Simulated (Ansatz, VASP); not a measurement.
## Y: VASP beside Ansatz

Contents of INCAR:

```
SYSTEM = Y
PREC     = Accurate       ! precision mode
ENCUT    = 520            ! plane-wave cutoff, eV
EDIFF    = 1E-7           ! SCF threshold, eV
ISMEAR   = -1             ! smearing method
SIGMA    = 0.1            ! smearing width, eV
LREAL    = .False.        ! projectors in reciprocal space
LASPH    = .True.         ! aspherical terms in the spheres
NELM     = 80             ! most SCF steps
ALGO     = Normal         ! electronic algorithm
ISIF     = 2              ! what is computed and relaxed
LWAVE    = .False.        ! write WAVECAR
LCHARG   = .True.         ! write CHGCAR
GGA      = RE             ! functional
LELF     = .True.         ! ELF
LVHAR    = .True.       
NBANDS   = 12             ! bands
```

Contents of KPOINTS:

```
Automatic mesh
0
Gamma
  12 12 12
  0 0 0
```

The input POSCAR:

```
Y
1.0
    0.0000000000      2.6588737405      2.6588737405
    2.6588737405      0.0000000000      2.6588737405
    2.6588737405      2.6588737405      0.0000000000
Y
1
Direct
    0.0000000000      0.0000000000      0.0000000000
```

Input for Ansatz:

```yaml
crystal:
  lattice:
    - [0.0, 2.6588737405, 2.6588737405]
    - [2.6588737405, 0.0, 2.6588737405]
    - [2.6588737405, 2.6588737405, 0.0]
  atoms:
    - { symbol: "Y", position: [0.0, 0.0, 0.0] }
hamiltonian:
  xc: revpbe
  pseudopotentials:
    kind: paw
    azcp:
      "Y": "pseudopotentials/Y.paw.azcp"
basis:
  ecutwfc: 420
  fft_grid_basis: typed
kpoints:
  mp_grid: { grid: [12, 12, 12], shift: [0, 0, 0] }
magnetization:
  spin_polarized: false
scf:
  occupations: { method: fermi_dirac, width: 0.1 }
  lower_state_search: "off"
output:
  stress: true
```

Alike in both runs: task single point; functional revPBE; k mesh 12 × 12 × 12; occupations fermi-dirac, width 0.1 eV; no spin polarisation.

|  | VASP | Ansatz |
| --- | --- | --- |
| version | VASP 6.6.1 | Ansatz 0.2.0 |
| potentials or method | VASP PAW PBE potentials, release 64 (Y_sv) | plane waves (420 eV) with PAW, scalar-relativistic |
| plane-wave cutoff (eV) | 520 | 420 |
| valence electrons in the cell | 11 | 11 |

|  | VASP | Ansatz | Ansatz less VASP |
| --- | --- | --- | --- |
| pressure (GPa) | -3.5 | -3.4 | +0.06 |

The functional is the same, so the differences come from potentials, cutoffs and numerics.

Caveats: the PAW data sets were made with another functional, which shifts forces and pressure a little (VASP).
